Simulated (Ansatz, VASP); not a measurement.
One calculation of Mo, two programs

INCAR

```
ALGO = Normal
EDIFF = 1E-6
ENCUT = 520
GGA = PE
ISIF = 2
ISMEAR = -1
LASPH = True
LCHARG = False
LREAL = False
LWAVE = False
NBANDS = 13
NELM = 100
PREC = Accurate
SIGMA = 0.05
```

Contents of KPOINTS:

```
k-points
0
Gamma
  12 12 12
```

Contents of POSCAR:

```
Mo
1.0
   -1.5942980787      1.5942980787      1.5942980787
    1.5942980787     -1.5942980787      1.5942980787
    1.5942980787      1.5942980787     -1.5942980787
Mo
1
Direct
    0.0000000000      0.0000000000      0.0000000000
```

File input.yaml:

```yaml
crystal:
  lattice:
    - [-1.5942980787, 1.5942980787, 1.5942980787]
    - [1.5942980787, -1.5942980787, 1.5942980787]
    - [1.5942980787, 1.5942980787, -1.5942980787]
  atoms:
    - { symbol: Mo, position: [0.0, 0.0, 0.0] }
hamiltonian:
  xc: pbe
  pseudopotentials: { kind: paw, azcp: { folder: soft_1 } }
kpoints:
  mp_grid: { grid: [12, 12, 12] }
scf:
  occupations: { method: fermi_dirac, width: 0.05 }
output:
  forces: true
  stress: true
  eigenvalues: true
  write_density: true
  write_potential: true
  elf: true
  volumetric_format: npy
```

Alike in both runs: task single point; functional PBE; k mesh 12 × 12 × 12; occupations fermi-dirac, width 0.05 eV; no spin polarisation.

|  | VASP | Ansatz |
| --- | --- | --- |
| version | VASP 6.6.1 | Ansatz 0.2.0 |
| potentials or method | VASP PAW PBE potentials, release 64 (Mo_sv) | Ansatz PAW soft_1 |
| plane-wave cutoff (eV) | 520 | 420 |
| valence electrons in the cell | 14 | 14 |

|  | VASP | Ansatz | Ansatz less VASP |
| --- | --- | --- | --- |
| gap on the k mesh at the Fermi level (eV) | none | none | - |
| pressure (GPa) | -6.2 | -6.7 | -0.46 |

A gap of «none» marks a metal or a gap that the smearing closes.
